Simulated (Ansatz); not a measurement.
SrO built on the zincblende prototype, relaxed with r2SCAN in Ansatz. Space group F-43m (No. 216), cubic; a = 5.585 Å in the conventional setting, 21.77 Å³ an atom. Around Sr lie 4 O at 2.42 Å; around O lie 4 Sr at 2.42 Å.

The axes x, y and z are those of this cell:
```xyz
2
Lattice="0.0000 2.7923 2.7923 2.7923 0.0000 2.7923 2.7923 2.7923 0.0000" Properties=species:S:1:pos:R:3 pbc="T T T"
Sr    0.0000    0.0000    0.0000
O     1.3961    1.3961    1.3961
```

Unstrained: With PBE the valence top lies at W and the conduction bottom at Γ, 2.519 eV higher; the smallest vertical gap, at Γ, is 3.363 eV. The r2SCAN gap is indirect, 2.889 eV (W to Γ), below the direct gap of 3.733 eV at Γ. HSE06 gives an indirect gap of 3.851 eV, from W to Γ; the least direct gap is 4.737 eV at Γ. Meshes: PBE 8×8×8, r2SCAN 8×8×8, HSE06 6×6×6. Strains are changes of length per length. After each strain the atoms were relaxed again with r2SCAN within the symmetry that the strain leaves, so tilts or polar shifts that break it weren't tested; points keep the names that they have in the unstrained zone. Under uniaxial strain the other axes carry as much stress as the strained one: the cell is very soft in shear and may be mechanically unstable. Spin-unpolarised throughout. Whether this structure exists isn't addressed.

Task: Estimate what uniaxial +0.35 % along z, other directions held does to the gap.

Result: PBE: the gap goes from 2.519 to 2.509 eV (-0.010 eV). r2SCAN: the gap goes from 2.889 to 2.878 eV (-0.011 eV). The r2SCAN energy rises by 0.1 meV an atom.

Task: Estimate what uniaxial -5.36 % along x, other directions held does to the gap.

Result: PBE: the gap goes from 2.519 to 2.623 eV (+0.104 eV). r2SCAN: the gap goes from 2.889 to 3.002 eV (+0.113 eV). The r2SCAN energy rises by 14.0 meV an atom.

Task: Estimate what epitaxial -4.99 % in the xy plane, free normal strain +7.21 % does to the gap.

Result: PBE: the gap goes from 2.519 to 2.537 eV (+0.018 eV); the edges go from W → Γ to (3/8, -1/2, -1/8) → Γ. r2SCAN: the gap goes from 2.889 to 2.923 eV (+0.034 eV); the edges go from W → Γ to (3/8, -1/2, -1/8) → Γ. The r2SCAN energy rises by 14.5 meV an atom.

The meshes of the hybrids are coarse, so their gaps aren't converged to the digits shown.
